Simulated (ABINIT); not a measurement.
Crystal: La2O3.

```
La O
1.0
     3.93078    0.00000    0.00000
    -1.96539    3.40415    0.00000
     0.00000    0.00000    6.11195
La O
2 3
Direct
  0.33333 0.66667 0.24624
  0.66667 0.33333 0.75376
  0.00000 0.00000 0.00000
  0.33333 0.66667 0.64589
  0.66667 0.33333 0.35411
```

The cell is a database's computed one.

| Quantity | Value |
| --- | --- |
| Program | ABINIT 10.8.3 (patched build) |
| Task | relaxation of cell and atoms |
| Functional | LDA |
| Potentials or basis | JTH PAW LDA v2.0 |
| Cutoff | 626 eV |
| k mesh | 6 × 6 × 4 |
| Occupations | fermi-dirac, width 0.05 eV |
| Spin | no spin polarisation |

At the start: pressure -5.3 GPa; volume 16.36 Å³/atom.

Question: How do energy, volume and symmetry change on relaxing?

Answer: Over 13 steps the energy falls by 11.6 meV/atom and the volume is 15.66 Å³/atom (-4.3 %); space group P-3m1 (No. 164, to 0.05 Å).

Step by step:
```csv
step,energy change (eV),largest force (eV/Å),pressure (GPa),volume (Å³)
1,0.0000,0.1001,-5.33,81.78
2,-0.0352,0.0514,-3.11,80.46
3,-0.0528,0.2133,0.11,78.67
4,-0.0540,0.1698,0.06,78.64
5,-0.0568,0.0433,0.01,78.40
6,-0.0569,0.0457,-0.01,78.40
7,-0.0576,0.0442,-0.04,78.33
8,-0.0576,0.0362,-0.02,78.33
9,-0.0577,0.0269,0.01,78.31
10,-0.0578,0.0274,0.02,78.30
11,-0.0578,0.0139,0.02,78.29
12,-0.0578,0.0030,0.01,78.29
13,-0.0578,0.0002,0.00,78.29
```

Final structure:
```yaml
crystal:
  lattice:
    - [3.89330, 0.00000, 0.00000]
    - [-1.94665, 3.37169, 0.00000]
    - [0.00000, 0.00000, 5.96412]
  atoms:
    - { symbol: La, position: [0.33333, 0.66667, 0.24381] }
    - { symbol: La, position: [0.66667, 0.33333, 0.75619] }
    - { symbol: O, position: [0.00000, 0.00000, 0.00000] }
    - { symbol: O, position: [0.33333, 0.66667, 0.64668] }
    - { symbol: O, position: [0.66667, 0.33333, 0.35332] }
```
